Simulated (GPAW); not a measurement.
The system is NiO.

```
CELL_PARAMETERS angstrom
0.00000 2.08590 2.08590
2.08590 0.00000 2.08590
2.08590 2.08590 0.00000
ATOMIC_POSITIONS crystal
Ni 0.00000 0.00000 0.00000
O 0.50000 0.50000 0.50000
```

Base run:

* Program: GPAW 26.7.0
* Functional: r2SCAN
* Potentials or basis: GPAW PAW data sets (gpaw-data 1.2.1)
* Cutoff: 800 eV
* Basis: pw
* k mesh: 8 × 8 × 8
* Occupations: fermi-dirac, width 0.05 eV
* Spin: collinear spin, ferromagnetic start
* Starting moments: [1.0, 0.0] μB
* Hubbard terms: Ni d U = 2 eV

Its results: band gap on the k mesh 1.99 eV, indirect (least direct gap 3.01 eV); pressure 9.1 GPa; net moment 2.00 μB per cell; site moments Ni +1.76; O +0.18 μB.

The run is repeated on the same cell with these changes: hubbard terms from Ni d U = 2 eV to Ni d U = 1 eV. What comes out?

Band gap on the k mesh 1.36 eV, indirect (least direct gap 2.40 eV); pressure 8.7 GPa; net moment 2.00 μB per cell; site moments Ni +1.74; O +0.20 μB.

Caveats: the stock nickel data set gives pressures a few GPa off other programs; the PAW data sets were made with another functional, which shifts forces and pressure a little; a cell with one magnetic atom can't hold antiferromagnetic order, which such compounds often take.
